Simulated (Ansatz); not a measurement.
# How far is PAW off for MgSe?

```
Mg Se
1.0
     0.00000    2.72550    2.72550
     2.72550    0.00000    2.72550
     2.72550    2.72550    0.00000
Mg Se
1 1
Direct
  0.00000 0.00000 0.00000
  0.50000 0.50000 0.50000
```

Atom numbers follow the list: Mg1, Se2.

The cell is COD entry 9008673, as deposited and not checked against the literature; nothing was relaxed. It is an old determination, and later ones may differ.

Levels of theory: DFT, PBE, PAW with Ansatz's default frozen-core files, scalar-relativistic (Ansatz 0.2.0); DFT, PBE, all-electron PAW with datasets made for the crystal, scalar-relativistic (Ansatz 0.2.0); DFT, PBE, all-electron LAPW, scalar-relativistic (Ansatz 0.2.0).

For PAW: a Γ-centred 8×8×8 k mesh, Fermi–Dirac smearing of 0.02 eV, cutoff 420 eV, no spin polarisation. The crystal-made all-electron datasets (AE datasets) take a cutoff of 160 eV at this cell. LAPW targets a basis error of 1 meV/atom. The Ansatz runs share mesh, smearing and spin set-up. Plane-wave (PAW) pressures include the program's estimate of the Pulay term.

Stress and pressure are positive in compression.

Levels count from the top of the valence band.

| quantity | PAW | AE datasets | LAPW |
| --- | --- | --- | --- |
| pressure (GPa) | 2.03 | 2.02 | 2.03 |
| band gap (eV) | 1.825 | 1.820 | 1.819 |
| highest filled level at K (eV) | -1.433 | -1.433 | -1.433 |
| lowest empty level at K (eV) | 3.060 | 3.057 | 3.057 |
| highest filled level at W (eV) | -2.546 | -2.548 | -2.548 |
| lowest empty level at W (eV) | 4.556 | 4.554 | 4.554 |
| highest filled level at U (eV) | -1.433 | -1.433 | -1.433 |
| lowest empty level at U (eV) | 3.060 | 3.057 | 3.057 |

PAW's pressure differs from the LAPW value by about 0.01 GPa or less.
